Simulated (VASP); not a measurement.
# PtSe2 (P-3m1) in VASP: relaxation of cell and atoms with r2SCAN

Aim: the relaxation of cell and atoms of PtSe2 with r2SCAN.

Everything below comes from runs of VASP 6.6.1. Logs are shortened: lines on timing, memory, paths and dates and some standing lists are left out, and cuts for length are marked.

**1. The structure**

It takes space group P-3m1 (No. 164, trigonal). The conventional cell has a = 3.724 Å, b = 3.724 Å, c = 5.062 Å, α = 90.00°, β = 90.00°, γ = 120.00°. Pt (site symmetry -3m) is surrounded by 6 Se at 2.49 Å. Around Se (site symmetry 3m) lie 3 Pt at 2.49 Å.

**2. Relaxation of cell and atoms, r2SCAN**

INCAR

```
SYSTEM = PtSe2
PREC = Accurate ; ENCUT = 600
EDIFF = 1E-7 ; ISMEAR = 0
SIGMA = 0.02 ; LREAL = .FALSE.
LASPH = .TRUE. ; NELM = 60
ALGO = Normal ; ISIF = 3
LWAVE = .FALSE. ; LCHARG = .FALSE.
METAGGA = R2SCAN ; LMIXTAU = .TRUE.
IBRION = 2 ; NSW = 80
EDIFFG = -0.004
```

KPOINTS

```
regular mesh
0
G
  9 9 6
  0 0 0
```

POSCAR

```
PtSe2
1.0
    3.7240000000      0.0000000000      0.0000000000
   -1.8620000000      3.2250786000      0.0000000000
    0.0000000000      0.0000000000      5.0620000000
Pt Se
1 2
Direct
    0.0000000000      0.0000000000      0.0000000000
    0.3333333300      0.6666666700      0.2500000000
    0.6666666700      0.3333333300      0.7500000000
```

Potentials or basis: VASP PAW PBE potentials, release 64 (Pt, Se).

Command:

```console
> cat potpaw_PBE.64/Pt/POTCAR potpaw_PBE.64/Se/POTCAR > POTCAR
> mpirun -np 1 vasp_std > vasp.out
```

OUTCAR:

```text
SYSTEM = PtSe2
   PREC = Accurate
   ENCUT = 600
   EDIFF = 1E-7
   ISMEAR = 0
   LREAL = .FALSE.
   LASPH = .TRUE.
   NELM = 60
   ISIF = 3
   METAGGA = R2SCAN
   IBRION = 2
   NSW = 80
   EDIFFG = -0.004

 ion  position               nearest neighbor table
   1  0.000  0.000  0.000-   2 2.49   3 2.49   2 2.49   3 2.49   3 2.49   2 2.49
   2  0.333  0.667  0.250-   1 2.49   1 2.49   1 2.49
   3  0.667  0.333  0.750-   1 2.49   1 2.49   1 2.49

  LATTYP: Found a hexagonal cell.
 ALAT       =     3.7240000000
 C/A-ratio  =     1.3592910849

  Lattice vectors:

 A1 = (   3.7240000000,   0.0000000000,   0.0000000000)
 A2 = (  -1.8620000000,   3.2250786000,   0.0000000000)
 A3 = (   0.0000000000,   0.0000000000,   5.0620000000)

Analysis of symmetry for initial positions (statically):
=====================================================================
 Subroutine PRICEL returns:
 Original cell was already a primitive cell.

 Routine SETGRP: Setting up the symmetry group for a
 hexagonal supercell.

 Subroutine GETGRP returns: Found 12 space group operations
 (whereof 12 operations were pure point group operations)
 out of a pool of 24 trial point group operations.

The static configuration has the point symmetry D_3d.

Analysis of symmetry for dynamics (positions and initial velocities):
=====================================================================
 Subroutine PRICEL returns:
 Original cell was already a primitive cell.

 Routine SETGRP: Setting up the symmetry group for a
 hexagonal supercell.

 Subroutine GETGRP returns: Found 12 space group operations
 (whereof 12 operations were pure point group operations)
 out of a pool of 24 trial point group operations.

The dynamic configuration has the point symmetry D_3d.

 Subroutine INISYM returns: Found 12 space group operations
 (whereof 12 operations are pure point group operations),
 and found     1 'primitive' translations

----------------------------------------------------------------------------------------

                                     Primitive cell

  volume of cell :      60.7956

  direct lattice vectors                    reciprocal lattice vectors
     3.724000000  0.000000000  0.000000000     0.268528464  0.155034981  0.000000000
    -1.862000000  3.225078600  0.000000000     0.000000000  0.310069962  0.000000000
     0.000000000  0.000000000  5.062000000     0.000000000  0.000000000  0.197550375

  length of vectors
     3.724000000  3.723999997  5.062000000     0.310069962  0.310069962  0.197550375

  position of ions in fractional coordinates (direct lattice)
     0.000000000  0.000000000  0.000000000
     0.333333330  0.666666670  0.250000000
     0.666666670  0.333333330  0.750000000

  ion indices of the primitive-cell ions
   primitive index   ion index
                 1           1
                 2           2
                 3           3

----------------------------------------------------------------------------------------

 KPOINTS: regular mesh

Automatic generation of k-mesh.
 Grid dimensions read from file:
 generate k-points for:    9    9    6

 Generating k-lattice:

  Cartesian coordinates                     Fractional coordinates (reciprocal lattice)
     0.029836496  0.017226109  0.000000000     0.111111111  0.000000000  0.000000000
     0.000000000  0.034452218  0.000000000     0.000000000  0.111111111  0.000000000
     0.000000000  0.000000000  0.032925063     0.000000000  0.000000000  0.166666667

  Length of vectors
     0.034452218  0.034452218  0.032925063

  Shift w.r.t. Gamma in fractional coordinates (k-lattice)
     0.000000000  0.000000000  0.000000000

 Subroutine IBZKPT returns following result:
 ===========================================

 Found     62 irreducible k-points:

 Following reciprocal coordinates:
            Coordinates               Weight
  0.000000  0.000000  0.000000      1.000000
  0.111111  0.000000  0.000000      6.000000
  0.222222  0.000000  0.000000      6.000000
  0.333333 -0.000000  0.000000      6.000000
  0.444444  0.000000  0.000000      6.000000
  0.111111  0.111111  0.000000      6.000000
[... 16 lines left out ...]
  0.222222  0.111111  0.166667     12.000000
 -0.111111  0.333333  0.166667     12.000000
 [... further k-points ...]
   k-points           NKPTS =     62   k-points in BZ     NKDIM =     62   number of bands    NBANDS=     15
   number of dos      NEDOS =    301   number of ions     NIONS =      3
   total plane-waves  NPLWV =  36000
   dimension x,y,z NGX =    30 NGY =   30 NGZ =   40
   dimension x,y,z NGXF=    60 NGYF=   60 NGZF=   80
   ions per type =               1   2
   NGX,Y,Z   is equivalent  to a cutoff of  13.39, 13.39, 13.14 a.u.
   NGXF,Y,Z  is equivalent  to a cutoff of  26.79, 26.79, 26.27 a.u.
 SYSTEM =  PtSe2
   PREC   = accura    normal or accurate (medium, high low for compatibility)
   ISTART =      0    job   : 0-new  1-cont  2-samecut
   ICHARG =      2    charge: 1-file 2-atom 10-const
   ISPIN  =      1    spin polarized calculation?
   LNONCOLLINEAR =      F non collinear calculations
   LSORBIT =      F    spin-orbit coupling
   LASPH  =      T    aspherical Exc in radial PAW
   ENCUT  =  600.0 eV  44.10 Ry    6.64 a.u.   7.44  7.44 10.11*2*pi/ulx,y,z
   NELM   =     60;   NELMIN=  2; NELMDL= -5     # of ELM steps
   EDIFF  = 0.1E-06   stopping-criterion for ELM
   LREAL  =      F    real-space projection
   EDIFFG = -.4E-02   stopping-criterion for IOM
   NSW    =     80    number of steps for IOM
   IBRION =      2    ionic relax: 0-MD 1-quasi-New 2-CG
   NFREE  =      1    steps in history (QN), initial steepest desc. (CG)
   ISIF   =      3    stress and relaxation
   ISYM   =      2    0-nonsym 1-usesym 2-fastsym
   POTIM  = 0.5000    time-step for ionic-motion
   TEBEG  =    0.0;   TEEND  =   0.0 temperature during run
   PSTRESS=    0.0 pullay stress
   NELECT =      22.0000    total number of electrons
   NUPDOWN=      -1.0000    fix difference up-down
   EMIN   =  10.00;   EMAX   =-10.00  energy-range for DOS
   EFERMI =   0.00;   METHOD = LEGACY
   ISMEAR =     0;   SIGMA  =   0.02  broadening in eV -4-tet -1-fermi 0-gaus
   EFERMI_NEDOS =   21; number of points for ismear=-14 and -15
   IALGO  =     38    algorithm
   IMIX   =      4    mixing-type and parameters
     AMIX     =   0.40;   BMIX     =  1.00
     AMIX_MAG =   1.60;   BMIX_MAG =  1.00
  volume/ion in A,a.u.               =      20.27       136.76
  Fermi-wavevector in a.u.,A,eV,Ry     =   1.166608  2.204570 18.517184  1.360975
  Thomas-Fermi vector in A             =   2.303119
   LORBIT       =      0    0 simple, 1 ext, 2 COOP (PROOUT), +10 PAW based schemes
   METAGGA = R2SCAN    functional components
   LHFCALC =     F    Hartree Fock is set to
   AEXX    =    0.0000 exact exchange contribution
   IVDW    =     0    specifies the selected vdW correction
   LEPSILON=     F    determine dielectric tensor
   LRPA    =     F    only Hartree local field effects (RPA)
 conjugate gradient relaxation of ions
 non-spin polarized calculation
 Gauss-broadening in eV      SIGMA  =   0.02
  energy-cutoff  :      600.00
  volume of cell :       60.80
 maximum number of plane-waves:      2053
 NGX is ok and might be reduce to    30
   NGX = 15   NGY = 15   NGZ = 21

--------------------------------------- Ionic step        1  -------------------------------------------

 number of electron      22.0000000 magnetization

 Free energy of the ion-electron system (eV)
  ---------------------------------------------------
  ext. energy  EPLUGINS =         0.00000000
  ---------------------------------------------------
  free energy    TOTEN  =       -81.42452496 eV

  energy without entropy =      -81.42444790  energy(sigma->0) =      -81.42448643

------------------------ aborting loop because EDIFF is reached ----------------------------------------

  FORCE on cell =-STRESS in cart. coord.  units (eV):
  Direction    XX          YY          ZZ          XY          YZ          ZX
  --------------------------------------------------------------------------------------
  -------------------------------------------------------------------------------------
  Total        1.8862136      1.8862136      1.9353677      0.0000000      0.0000000      0.0000000
  in kB       49.7083497     49.7083496     51.0037320      0.0000000      0.0000000      0.0000000
  external PRESSURE =      50.1401438 kB  Pullay stress =       0.0000000 kB
[... 92 lines left out ...]
  FREE ENERGIE OF THE ION-ELECTRON SYSTEM (eV)
  ---------------------------------------------------
  free  energy   TOTEN  =       -81.4578932358 eV

  energy  without entropy=      -81.4578105739  energy(sigma->0) =      -81.45785190

 E-fermi :   5.0258     XC(G=0): -10.6193

 val. band max:        4.8893929061   @ k =   0.0000   0.0000   0.0000
 cond. band min:       5.3419050363   @ k =   0.0000   0.2222   0.3333
 fundamental gap:      0.4525121301
 Fermi energy:         5.0257624743

 k-point     1 :       0.0000    0.0000    0.0000
  band No.  band energies     occupation
      1     -10.6585      2.00000
      2      -8.4204      2.00000
      3      -1.8177      2.00000
      4      -1.2356      2.00000
      5      -1.2356      2.00000
      6       1.0489      2.00000
      7       1.0489      2.00000
      8       2.4056      2.00000
      9       4.0339      2.00000
     10       4.0339      2.00000
     11       4.8894      2.00000
     12       6.8703      0.00000
     13       6.8703      0.00000
     14       9.4946      0.00000
[... 403 lines left out ...]
      4      -0.9552      2.00000
      5      -0.5433      2.00000
      6      -0.1462      2.00000
      7       0.5964      2.00000
      8       1.5871      2.00000
      9       2.9774      2.00000
     10       3.0346      2.00000
     11       4.3632      2.00000
     12       5.5119      0.00000
     13       6.5263      0.00000
     14      10.1457      0.00000
     15      12.2126      0.00000

 [... further k-points ...]

[... ionic steps 4 to 33 ...]

--------------------------------------- Ionic step       34  -------------------------------------------

 number of electron      21.9999997 magnetization

------------------------ aborting loop because EDIFF is reached ----------------------------------------
[... 69 lines left out ...]
--------------------------------------- Ionic step       36  -------------------------------------------

 number of electron      21.9999997 magnetization

 Free energy of the ion-electron system (eV)
  ---------------------------------------------------
  ext. energy  EPLUGINS =         0.00000000
  ---------------------------------------------------
  free energy    TOTEN  =       -81.49676362 eV

  energy without entropy =      -81.49676362  energy(sigma->0) =      -81.49676362

 E-fermi :   4.4913     XC(G=0): -10.4083

 val. band max:        4.3808171436   @ k =   0.1111   0.0000   0.0000
 cond. band min:       5.0691979804   @ k =   0.0000   0.2222   0.3333
 fundamental gap:      0.6883808368
 Fermi energy:         4.4913059625

 k-point     1 :       0.0000    0.0000    0.0000
  band No.  band energies     occupation
      1     -10.9458      2.00000
      2      -8.7833      2.00000
      3      -2.0212      2.00000
      4      -1.5803      2.00000
      5      -1.5803      2.00000
      6       0.7254      2.00000
      7       0.7254      2.00000
      8       2.1542      2.00000
      9       3.7431      2.00000
     10       3.7431      2.00000
     11       4.3557      2.00000
     12       6.7218      0.00000
     13       6.7218      0.00000
     14       9.1739      0.00000
[... 445 lines left out ...]
  FREE ENERGIE OF THE ION-ELECTRON SYSTEM (eV)
  ---------------------------------------------------
  free  energy   TOTEN  =       -81.4967636230 eV

  energy  without entropy=      -81.4967636230  energy(sigma->0) =      -81.49676362

 reached required accuracy - stopping structural energy minimisation
```

It took 40 min on 1 thread of Intel Xeon 6975P-C (Granite Rapids), shared host; peak memory 0.27 GiB.

Results:

| Item | Value |
| --- | --- |
| Free energy | -81.4968 eV |
| Relaxed volume | 23.14 Å³/atom |
| Relaxed cell | a = 3.720 Å, b = 3.720 Å, c = 5.793 Å, α = 90.00°, β = 90.00°, γ = 120.00° |
| Space group after relaxing (to 0.05 Å) | P-3m1 (No. 164) |
| Energy gained by relaxing | 24.1 meV/atom |
| Ionic steps | 36 |
| Pressure after relaxing | 0.0 GPa |
| Band gap on the k mesh | 0.69 eV, indirect (least direct gap 1.04 eV) |

Step by step:
| step | energy change (eV) | largest force (eV/Å) | pressure (GPa) | volume (Å³) |
| --- | --- | --- | --- | --- |
| 1 | 0.0000 | 0.3707 | 5.01 | 60.80 |
| 2 | 0.0562 | 0.8039 | -6.54 | 66.55 |
| 3 | -0.0334 | 0.1200 | 0.04 | 62.88 |
| 4 | -0.0334 | 0.1110 | 0.13 | 62.84 |
| 5 | -0.0375 | 0.1215 | 0.13 | 63.08 |
| 6 | -0.0469 | 0.1520 | 0.19 | 63.78 |
| 7 | -0.0553 | 0.2168 | 0.43 | 65.13 |
| 8 | -0.0596 | 0.2067 | 0.11 | 65.71 |
| 9 | -0.0670 | 0.1741 | -0.74 | 67.46 |
| 10 | -0.0677 | 0.1623 | -1.04 | 68.14 |
| 11 | -0.0705 | 0.0521 | -0.40 | 68.25 |
| 12 | -0.0710 | 0.0202 | 0.02 | 68.31 |
| 13 | -0.0710 | 0.0285 | 0.07 | 68.32 |
| 14 | -0.0712 | 0.0262 | 0.08 | 68.36 |
| 15 | -0.0716 | 0.0194 | 0.12 | 68.49 |
| 16 | -0.0719 | 0.0062 | 0.22 | 68.74 |
| 17 | -0.0719 | 0.0524 | -0.23 | 69.11 |
| 18 | -0.0720 | 0.0221 | 0.00 | 68.92 |
| 19 | -0.0720 | 0.0239 | -0.02 | 68.93 |
| 20 | -0.0721 | 0.0203 | -0.03 | 68.99 |
| 21 | -0.0721 | 0.0093 | -0.07 | 69.15 |
| 22 | -0.0721 | 0.0170 | 0.13 | 69.11 |
| 23 | -0.0722 | 0.0055 | 0.04 | 69.13 |
| 24 | -0.0722 | 0.0037 | 0.03 | 69.13 |
| 25 | -0.0722 | 0.0021 | 0.04 | 69.16 |
| 26 | -0.0722 | 0.0020 | 0.06 | 69.23 |
| 27 | -0.0722 | 0.0123 | -0.02 | 69.31 |
| 28 | -0.0722 | 0.0103 | -0.01 | 69.30 |
| 29 | -0.0722 | 0.0110 | -0.01 | 69.30 |
| 30 | -0.0722 | 0.0092 | -0.02 | 69.33 |
| 31 | -0.0722 | 0.0036 | -0.02 | 69.40 |
| 32 | -0.0722 | 0.0016 | -0.03 | 69.42 |
| 33 | -0.0722 | 0.0089 | 0.06 | 69.40 |
| 34 | -0.0722 | 0.0049 | 0.02 | 69.41 |
| 35 | -0.0722 | 0.0034 | 0.01 | 69.41 |
| 36 | -0.0722 | 0.0008 | 0.01 | 69.42 |

Final structure:
```xyz
3
Lattice="3.7198 0.0000 0.0000 -1.8599 3.2214 0.0000 0.0000 0.0000 5.7935" Properties=species:S:1:pos:R:3 pbc="T T T"
Pt    0.0000    0.0000    0.0000
Se    0.0000    2.1476    1.3104
Se    1.8599    1.0738    4.4831
```

Caveat: the PAW data sets were made with another functional, which shifts forces and pressure a little; spin-orbit coupling is left out, which moves the levels of the heavy elements; an odd mesh through Γ misses points on the zone boundary, where band edges often lie; the volume moved by +14 % from the deposited cell, more than functionals usually miss. Zero-point motion and thermal expansion aren't in these numbers.
